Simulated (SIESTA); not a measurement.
The system is BaTiO3.

```
Ba Ti O
1.0
     3.99980    0.00000    0.00000
     0.00000    3.99980    0.00000
     0.00000    0.00000    4.01800
Ba Ti O
1 1 3
Direct
  0.00000 0.00000 0.00000
  0.50000 0.50000 0.49000
  0.00000 0.50000 0.51700
  0.50000 0.00000 0.51700
  0.50000 0.50000 0.01900
```

Program: SIESTA 5.4.2. Alike in all runs: no spin polarisation; cell as given; smearing fermi-dirac 0.05 eV; grid cutoff 800 Ry.

Problem. Order these runs on this cell by their pressure, lowest first.
A. level AM05; potentials or basis PseudoDojo 0.4 standard (PBEsol files), DZP (energy shift 0.003 Ry; two zetas on semicore shells; d shell added on Ba); k mesh 7 × 7 × 7; energy shift 0.003 Ry
B. level LDA; potentials or basis PseudoDojo 0.4 standard (LDA files), DZP (energy shift 0.002 Ry; d shell added on Ba); k mesh 7 × 7 × 7; energy shift 0.002 Ry
C. level PBE; potentials or basis PseudoDojo 0.4 standard (PBE files), DZP (energy shift 0.003 Ry; two zetas on semicore shells; d shell added on Ba); k mesh 5 × 5 × 5; wannier functions 20; bands left out below 0; wannier mesh 4 × 4 × 4; energy shift 0.003 Ry
D. level BLYP; potentials or basis PseudoDojo 0.4 standard (PBE files), DZP (energy shift 0.003 Ry; two zetas on semicore shells; d shell added on Ba); k mesh 7 × 7 × 7; energy shift 0.003 Ry

Solution. B (-6.1 GPa), A (-0.9 GPa), C (4.6 GPa), D (10.8 GPa).

Caveats: this set's barium file shifts pressures by up to 1 GPa against other sets; the basis of atomic orbitals isn't converged, which shifts pressures, moduli and gaps; the potentials were made for another functional, which shifts forces and pressure (some runs); semicore shells carry a single zeta, which can move pressures by several GPa and volumes by a few percent (some runs).

Not every run made on this cell is shown here.
